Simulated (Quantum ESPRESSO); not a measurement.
Runs of Quantum ESPRESSO 7.5 on MoS2. The cell holds a slab with vacuum, 6 atoms: a = 3.171 Å, b = 3.171 Å, c = 24.172 Å, α = 90.00°, β = 90.00°, γ = 120.00°. 

```csv
level,potentials or basis,k mesh,cutoff (eV),smearing,boundary across the vacuum,mixing mode,assume isolated,esm bc,other keys,gap on the mesh (eV),largest force (eV/Å),work function (eV)
PBEsol+D3,GBRV 1.5 PBEsol,10 × 10 × 1,544,cold 0.136 eV,none,local-TF,-,-,-,none,(b),5.10
rev-vdW-DF2,JTH 2.0 PBE,10 × 10 × 1,612,methfessel-paxton 0.136 eV,esm,local-TF,esm,bc1,-,none,(a),-
PBE+D3,GBRV 1.5 PBE,10 × 10 × 1,544,methfessel-paxton 0.136 eV,none,local-TF,-,-,-,none,1.06,5.06
PBEsol,GBRV 1.5 PBEsol,15 × 15 × 1,544,gaussian 0.136 eV,none,TF,-,-,k = 15 × 15 × 1; mixing_mode = TF,none,0.74,5.11
```

Alike in all rows: task work function; no spin polarisation; cell as given.

Fill in the values left out.

(a) 1.13; (b) 0.76.

Caveats: real space augmentation costs some meV and hundredths of eV per Å; the cell's inner coordinates are idealised or old, which leaves forces on the atoms; the potentials were made for another functional, which shifts forces and pressure (some runs).

A k mesh can miss the band edges, and the runs leave out spin-orbit coupling on Mo.

A gap of «none» marks a metal or a gap under the smearing width.
